Filling two gaps in a strain scan of cubic HfO₂

The fluorite crystal is stretched along x and shortened along y by the same fraction s, the strain of the table. Results at two strains are covered, −0.05 and 0. How well do the other seven rows determine them, and is the answer the same for every column?

Fluorite HfO₂ (cubic a = 5.115 Å at zero strain, not relaxed at this level), stretched along x and shortened equally along y at fixed fractional coordinates. Ansatz 0.2.0, PBEsol, plane-wave PAW, scalar-relativistic, no spin polarisation, cutoff 420 eV, 8×8×8 k mesh, Gaussian smearing 0.05 eV. Energies are free energies; positive pressure means compression.

```
strain  energy change (meV/atom)  tensile stress along pattern (GPa)  pressure (GPa)  gap on mesh (eV)
  -0.1                     311.3                              -93.52           -6.43             0.730
 -0.05                         ?                                   ?               ?                 ?
     0                         ?                                   ?               ?                 ?
0.0125                       4.7                               11.09          -10.12             3.434
 0.025                      18.8                               22.23           -9.97             3.155
0.0375                      42.5                               33.50           -9.70             2.815
0.0625                     119.2                               56.61           -8.79             2.046
 0.075                     172.6                               68.56           -8.15             1.627
0.0875                     236.5                               80.84           -7.37             1.187
```

The crystal is cubic at zero strain alone; the strained crystals are orthorhombic. The energy change is counted from the undisturbed cell. The tensile stress along the pattern is σxx − σyy, the pull along x less the pull along y. Pressure is positive in compression, so its negative values mean that the crystal is under tension. The gap is the smallest one found on the mesh of k points, and the true gap may be somewhat smaller.

Symmetry first

In a cubic crystal x and y are equivalent. Changing the sign of s only exchanges them, so the row at −0.1 is the same crystal as one at +0.1, turned by a quarter turn. Energy, pressure and gap must be the same for s and −s, while σxx − σyy changes sign. A stretch along x alone would have no such mirror, because lengthening and shortening a crystal are different acts.

This sorts the two covered rows. The size of the strain at −0.05 lies between 0.0375 and 0.0625, so that row is an interpolation. Zero lies inside the innermost known strain, 0.0125, so that row is an extrapolation, and it is safe only where physics fixes the shape of the curve near zero.

Energy: even powers only

Each Hf atom sits at the centre of a cube of eight O atoms. The strain leaves all eight Hf–O distances equal and lengthens them by only about s²/3, or 0.3 % at a strain of 0.1. The cube edge along the shortened axis meanwhile shrinks by the full 10 %. The strain thus changes mainly angles and O–O distances, but geometry alone does not divide up the energy. An ionic bond carries a standing force, and that force times a length change of s²/3 enters at the same order, s², as the whole energy. The long-range Coulomb sum is expected to contribute at that order too.

A smooth energy that is the same for both signs of s can contain only even powers:

E = A s² + B s⁴

Fitted to the seven known rows, the second term is a small correction: E/s² rises by 3.4 % from zero strain to 0.1. The crystal stiffens slightly as it is sheared. Holding the fractional positions fixed costs nothing here, since the forces on the atoms vanish by symmetry in every row. The displacement by which real cubic HfO₂ turns tetragonal on cooling alternates from cell to cell and does not fit into three atoms, so the curve cannot reveal it.

Stress: the slope of the energy, and a little more

Stress follows from the work done on the edges Lx and Ly of the crystal:

dE = V (σxx dLx/Lx + σyy dLy/Ly)

Here Lx grows as 1 + s, Ly as 1 − s, and the volume is V = V₀(1 − s²). Inserting these gives

σxx − σyy = (1/V₀) dE/ds + s (σxx + σyy)

The last term would be negligible in a relaxed crystal at small strain. This cell was not relaxed and is under a tension of about 10 GPa. Either it is larger than PBEsol would choose, or a finite plane-wave basis fakes the tension. A faked tension is expected to be nearly isotropic, so it would cancel from σxx − σyy and leave no trace in the energies, and the formula can tell the two apart. The sum σxx + σyy is taken as −2 times the pressure, which is exact at zero strain and good enough beyond it.

The estimate for s = −0.05 runs as follows. With A = 30108 and B = 102253 meV per atom, the slope 2As + 4Bs³ is −3062 meV per atom. Divided by V₀ = 11.15 Å³ per atom and converted to GPa, this makes −44.0. The residual tension adds −0.9, and the total is −44.9 GPa.

On the known rows this formula needs a scale factor of 0.999, so energies and stresses agree with each other. The tension term is about 2 % of the total and is needed practically in full, so the tension is almost entirely real and not faked by the basis: the cell is larger than this calculation would choose. PBEsol ran here on PAW datasets made for PBE, however, and energies and stresses share that mismatch, so their agreement cannot show how much of the tension comes from it. The same formula explains why the scan seems to offer two stiffnesses. The curvature of the energy gives 432.5 GPa, while stress divided by 2s gives 443.6 GPa at the smallest known strain. Nearly all of the difference is the residual tension, and neither number is the elastic constant C₁₁ − C₁₂ of the relaxed crystal.

Pressure: the tension eases

The tension weakens as the strain grows, by nearly 4 GPa at a strain of 0.1. The strain removes a fraction s² of the volume, here 1 %, which lets an overstretched crystal relax a little. With a rough recalled bulk modulus of 250 GPa this accounts for a few GPa. The rest can be argued from a shear stiffness that depends on volume. For the forecast it is enough that the pressure is even in s, and a constant with s² and s⁴ terms was fitted to the seven known rows. That fit supplies the value at −0.05; the value at zero is taken from a pure s² law through the two smallest known strains.

Gap: two possible tops

The gap shrinks faster and faster: by 0.22 eV per 0.01 of strain between the two smallest known strains, and by 0.37 eV between the two largest in size. Symmetry demands equal gaps for s and −s, but it allows two different shapes at zero.

The first is a cusp. A cubic crystal can have equivalent band edges in the x and y directions, and strain can raise one and lower the other in proportion to s. The gap always takes the closest pair of levels, so it would drop linearly with either sign of strain. The second is a rounded top. Two levels that are already apart in the unstrained crystal, and that strain mixes, repel each other; the shift then starts as s² and becomes linear only later. Both are standard band physics and both can act at once, giving a cusp that bends. A linear part is expected if a band edge lies at the X points or is degenerate, but the table holds no band energies that could show how large each part is here.

I take the cusp for the central value, with a cubic polynomial in the size of s fitted to the known rows. The error bar at zero is made wide enough to include the rounded top.

The forecasts

At strain −0.05:
energy change 75.9 ± 0.2 meV/atom
tensile stress along pattern −44.9 ± 0.1 GPa
pressure −9.31 ± 0.03 GPa
gap 2.45 ± 0.03 eV

At strain 0:
energy change 0, by definition
tensile stress along pattern 0 ± 0.02 GPa, by symmetry
pressure −10.17 ± 0.03 GPa
gap 3.67 ± 0.12 eV

The ranges are judgements and carry no statistical confidence level.

The withheld rows as computed:

```
strain  energy change (meV/atom)  tensile stress along pattern (GPa)  pressure (GPa)  gap on mesh (eV)
 -0.05                      75.9                              -44.94           -9.30             2.444
     0                       0.0                                0.00          -10.18             3.590
```

What came out

At −0.05 all four forecasts hold. The energy agrees to the printed digit, the stress is off by 0.04 GPa, and pressure and gap are each off by less than 0.01 in their units, the unrounded pressure being −9.305. The gap succeeds here although its mechanism is undecided, because any smooth curve through close neighbours on both sides gives nearly the same value.

At zero strain the energy was no test, and the vanishing stress only confirms the symmetry. The pressure forecast, which is what a pure s² law through the two smallest known strains gives, is off by 0.01 GPa; the fit with the s⁴ term gives the computed −10.18. The gap is 3.59 eV, which is 0.08 eV below the central forecast: inside the bar, but in proportion to the computed value by far the largest miss of the set.

The fitted cusp was too sharp. It has a steep slope right at zero, and the computed gap is flatter there, which refutes that slope but not a weaker cusp. The rounded curve, fitted to the same seven rows, gives 3.56 eV and comes closer. It had also described the known rows better, so the data deserved more say than my preference for a linear splitting.

Yet the rounded curve is not confirmed either. When known rows were left out one at a time, it recovered them to about 0.001 eV; at zero it misses by 0.03 eV. Close agreement between strains of 0.0125 and 0.1 was therefore no measure of its error just below that range. The printed output below gives both fits in full.

The revealed row allows a simpler test of shape. From zero to 0.0125 the gap loses 3.590 − 3.434 = 0.156 eV, and over the next equal step it loses 0.279 eV, about 1.8 times as much. A straight line would make the two losses equal, and a pure s² law would make the second three times the first. The computed gap lies between the two. A linear plus a square term through these three points assigns about 0.09 eV of the first loss to the linear part. This, and the computed gap lying above the rounded curve, point to a weak cusp with strong bending, though steps of 0.0125 are too coarse to prove it.

PBEsol makes the gap itself too small, but the shape of its top is a separate matter. Does the gap leave zero strain with a finite slope or a flat one? Two further points, at strains near 0.002 and 0.004, would tell: on doubling the strain, a pure cusp doubles the loss of gap and a rounded top makes it four times as large, while a cusp that bends gives a factor somewhat above two, closer to two the smaller the strains.

Printed output of the fit:

```
fit of energy_change on 7 rows: coefficient of strain**2 30108 +/- 9.6, coefficient of strain**4 102253 +/- 1138; rms 0.0296, worst 0.025 0.0573, leave-one-out rms 0.0351
  rows outside the fit (model, value, miss): -0.05 75.91, 75.9, 0.00845; 0.0 0, 0, 0
fit of pressure on 7 rows: constant -10.18 +/- 0.0044, coefficient of strain**2 342.3 +/- 2.4, coefficient of strain**4 3274 +/- 240; rms 0.0045, worst 0.0125 -0.00743, leave-one-out rms 0.00735
  rows outside the fit (model, value, miss): -0.05 -9.305, -9.3, -0.00468; 0.0 -10.18, -10.18, -0.001
fit of tensile_stress_along_pattern on 7 rows: coefficient of twork 0.9992 +/- 0.0003; rms 0.0441, worst -0.1 -0.0733, leave-one-out rms 0.0574
  rows outside the fit (model, value, miss): -0.05 -44.88, -44.94, 0.0578; 0.0 0, 0, 0
fit of gap_on_mesh on 7 rows: constant 3.673 +/- 0.013, coefficient of mag -16.73 +/- 0.93, coefficient of mag**2 -183.3 +/- 18, coefficient of mag**3 564.9 +/- 106; rms 0.00322, worst 0.025 -0.00586, leave-one-out rms 0.0137
  rows outside the fit (model, value, miss): -0.05 2.449, 2.444, 0.00496; 0.0 3.673, 3.59, 0.0831
fit of gap_on_mesh on 7 rows: constant 3.955 +/- 0.0013, coefficient of sqrt(strain**2 + s**2) -26.21 +/- 0.049, coefficient of strain**2 -57.47 +/- 0.41, s 0.015; rms 0.000429, worst 0.0875 0.000837, leave-one-out rms 0.00112
  rows outside the fit (model, value, miss): -0.05 2.443, 2.444, -0.00112; 0.0 3.562, 3.59, -0.0283
stiffness from the energy curvature at zero strain, GPa: 432.5
stiffness from stress/(2 strain) at strain 0.0125, GPa: 443.6
difference of the two stiffnesses, GPa: 11.05
rise of energy/strain^2 from zero to strain 0.1, percent: 3.396
gap loss per 0.01 strain between 0.0125 and 0.025, eV: 0.2232
gap loss per 0.01 strain between 0.0875 and 0.1 in size, eV: 0.3656
pressure rise from fitted zero to strain -0.1, GPa: 3.751
rough pressure rise from the volume loss alone at strain -0.1, GPa: 2.5
```
